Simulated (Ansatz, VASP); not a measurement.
## CoSi2: VASP beside Ansatz

The input INCAR:

```
SYSTEM = CoSi2
ALGO = Normal ; EDIFF = 1E-6
EDIFFG = -0.005 ; ENCUT = 600
GGA = PE ; IBRION = 2
ISIF = 3 ; ISMEAR = -1
LASPH = .True. ; LCHARG = .False.
LREAL = .False. ; LWAVE = .False.
NELM = 100 ; NSW = 60
PREC = Accurate ; SIGMA = 0.08
```

KPOINTS

```
k-points
0
Gamma
  11 11 11
  0 0 0
```

Contents of POSCAR:

```
CoSi2
1.0
    0.0000000000      2.6470344660      2.6470344660
    2.6470344660      0.0000000000      2.6470344660
    2.6470344660      2.6470344660      0.0000000000
Co Si
1 2
Direct
    0.0000000000      0.0000000000      0.0000000000
    0.2500000000      0.2500000000      0.2500000000
    0.7500000000      0.7500000000      0.7500000000
```

Input for Ansatz:

```yaml
crystal:
  lattice:
    - [0.0, 2.647034466, 2.647034466]
    - [2.647034466, 0.0, 2.647034466]
    - [2.647034466, 2.647034466, 0.0]
  atoms:
    - { symbol: Co, position: [0.0, 0.0, 0.0] }
    - { symbol: Si, position: [0.25, 0.25, 0.25] }
    - { symbol: Si, position: [0.75, 0.75, 0.75] }
kpoints:
  mp_grid: { grid: [11, 11, 11] }
scf:
  occupations: { method: fermi_dirac, width: 0.08 }
hamiltonian:
  xc: pbe
  pseudopotentials: { kind: paw }
output:
  forces: true
  stress: true
relax:
  f_tol: 0.005
  max_steps: 40
  cell: {}
```

Alike in both runs: task relaxation of cell and atoms; functional PBE; k mesh 11 × 11 × 11; occupations fermi-dirac, width 0.08 eV; no spin polarisation.

|  | VASP | Ansatz |
| --- | --- | --- |
| version | VASP 6.6.1 | Ansatz 0.2.0 |
| potentials or method | VASP PAW PBE potentials, release 64 (Co, Si) | PAW with Ansatz's default frozen-core files, scalar-relativistic |
| plane-wave cutoff (eV) | 600 | 420 |
| valence electrons in the cell | 17 | 25 |

|  | VASP | Ansatz | Ansatz less VASP |
| --- | --- | --- | --- |
| relaxed volume (Å³/atom) | 12.82 | 12.83 | +0.006 |
| relaxed cell length with the largest relative difference (Å) | 3.789 | 3.790 | +0.0006 |
| energy change over the relaxation (meV/atom) | -10 | -10 | -0.5 |

The two sets of potentials don't hold the same shells in valence.

Spin polarisation is off, so any magnetic state and its effect on volume and gap are missing.
